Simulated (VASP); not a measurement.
# Li2O: single point with PBE

Li2O:

```
CELL_PARAMETERS angstrom
0.00000 2.31291 2.31291
2.31291 0.00000 2.31291
2.31291 2.31291 0.00000
ATOMIC_POSITIONS crystal
Li 0.25000 0.25000 0.25000
Li 0.75000 0.75000 0.75000
O 0.00000 0.00000 0.00000
```

| Item | Value |
| --- | --- |
| Program | VASP 6.6.1 |
| Task | single point |
| Functional | PBE |
| Potentials or basis | VASP PAW PBE potentials, release 64 (Li_sv, O) |
| Cutoff | 520 eV |
| k mesh | 8 × 8 × 8 |
| Occupations | gaussian, width 0.02 eV |
| Spin | no spin polarisation |
| Dipole correction | no |
| Further INCAR settings | ALGO = Fast; EDIFF = 1e-07; NBANDS = 13 |

| Item | Value |
| --- | --- |
| Band gap on the k mesh | 4.96 eV, indirect (least direct gap 5.25 eV) |

Levels at points of the mesh, in eV from the valence-band top:
```csv
k point,band 4,band 5,band 6,band 7,band 8,band 9
"(0.00, 0.00, 0.00)",0.00,0.00,0.00,5.25,11.91,11.91
"(0.50, 0.00, 0.00)",-2.76,-0.44,-0.44,9.18,9.78,12.03
"(0.50, 0.50, 0.00)",-1.59,-1.38,-1.38,4.96,13.50,13.50
```

Run time: 5 s on 1 thread of Intel(R) Xeon(R) 6975P-C (Granite Rapids) (shared host), peak memory 0.13 GiB.

 A k mesh can miss the band edges.
